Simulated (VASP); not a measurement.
Write the native input for VASP 6.6.1 that does the following.

```
Task                   : relaxation of cell and atoms
Functional             : r2SCAN
Potentials or basis    : VASP PAW PBE potentials, release 64 (Ti_sv, Pt)
Cutoff                 : 600 eV
k mesh                 : 10 × 10 × 10
Occupations            : methfessel-paxton, width 0.1 eV
Spin                   : no spin polarisation
Further INCAR settings : ALGO = Normal; EDIFF = 1e-06; IBRION = 2; EDIFFG = -0.01; NSW = 90; ISIF = 3
```

The structure of TiPt3 lies in POSCAR:

```
TiPt3
1.0
    3.8970000000      0.0000000000      0.0000000000
    0.0000000000      3.8970000000      0.0000000000
    0.0000000000      0.0000000000      3.8970000000
Ti Pt
1 3
Direct
    0.0000000000      0.0000000000      0.0000000000
    0.0000000000      0.5000000000      0.5000000000
    0.5000000000      0.0000000000      0.5000000000
    0.5000000000      0.5000000000      0.0000000000
```

These files were run (other wordings do the same):

INCAR

```
PREC     = Accurate       # precision mode
ENCUT    = 600            # plane-wave cutoff, eV
EDIFF    = 1E-6           # SCF threshold, eV
ISMEAR   = 1              # smearing method
SIGMA    = 0.1            # smearing width, eV
LREAL    = F              # projectors in reciprocal space
LASPH    = T              # aspherical terms in the spheres
NELM     = 80             # most SCF steps
ALGO     = Normal         # electronic algorithm
ISIF     = 3              # what is computed and relaxed
LWAVE    = F              # write WAVECAR
LCHARG   = F              # write CHGCAR
METAGGA  = R2SCAN         # meta-GGA
LMIXTAU  = T            
IBRION   = 2              # ionic algorithm
NSW      = 90             # ionic steps
EDIFFG   = -0.01          # ionic threshold
```

KPOINTS

```
regular mesh
0
Gamma
  10 10 10
```

Potentials or basis: VASP PAW PBE potentials, release 64 (Ti_sv, Pt).

The run is started by

```sh
$ cat potpaw_PBE.64/Ti_sv/POTCAR potpaw_PBE.64/Pt/POTCAR > POTCAR
$ mpirun -np 1 vasp_std > vasp.out
```

It gave:

* Relaxed volume: 15.12 Å³/atom
* Relaxed cell: a = 3.925 Å, b = 3.925 Å, c = 3.925 Å, α = 90.00°, β = 90.00°, γ = 90.00°
* Space group after relaxing (to 0.05 Å): Pm-3m (No. 221)
* Energy gained by relaxing: 5.6 meV/atom
* Ionic steps: 3
* Pressure after relaxing: -0.1 GPa
* Band gap on the k mesh: none (metal or under the smearing width)

Caveat: the PAW data sets were made with another functional, which shifts forces and pressure a little.

Wall time 5.5 min on 1 thread of Intel(R) Xeon(R) 6975P-C (Granite Rapids) (shared host), peak memory 0.26 GiB.
